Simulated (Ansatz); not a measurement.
# PbF2 (Fluorocronite) under changes of volume

One of the cells (17.354 Å³/atom); the others are scaled copies at fixed shape and fractional positions:

```
Pb F
1.0
     0.00000    2.96366    2.96366
     2.96366    0.00000    2.96366
     2.96366    2.96366    0.00000
Pb F
1 2
Direct
  0.00000 0.00000 0.00000
  0.75000 0.75000 0.75000
  0.25000 0.25000 0.25000
```

| Item | Value |
| --- | --- |
| Program | Ansatz 0.2.0 |
| Functional | PBE |
| Potentials or basis | all-electron LAPW, scalar-relativistic |
| Cutoff | 261 eV (chosen from the basis error) |
| Basis error allowed | 0.001 eV/atom |
| k mesh | 8 × 8 × 8 |
| Occupations | fermi-dirac, width 0.05 eV |
| Spin | no spin polarisation |

```csv
volume (Å³/atom),energy over the lowest point (meV/atom),pressure (GPa),gap on the mesh (eV)
16.313,?,?,?
16.660,24.35,6.2,4.40
17.007,12.90,4.4,4.41
17.354,5.29,2.7,4.41
17.701,1.11,1.2,4.42
18.048,0.00,-0.1,4.42
18.395,1.63,-1.3,4.41
```

What does the run at 16.313 Å³/atom give?

Energy over the lowest point 40.08 meV/atom; pressure 8.3 GPa; gap on the mesh 4.39 eV.

Worked out: A Birch-Murnaghan fit of order 3 (a polynomial in V^(-2/3)) to the other rows has its minimum at 18.01 Å³/atom with B0 = V·E''(V) = 66 GPa and B' = 4.8. It gives 40.10 meV/atom at 16.313 Å³/atom, against the run's 40.08, and -dE/dV = 8.3 GPa, against 8.3. A parabola through the other rows of the gap, of slope 0.758 eV per unit of ln V there, extrapolates to 4.39 eV, against the run's 4.39.

Energies are extrapolated to zero smearing.

Caveats: spin-orbit coupling is left out, which as a rule narrows the gap of such compounds by several tenths of an eV.

A mesh can miss the band edges.

The runs don't all hold the same shells in valence.
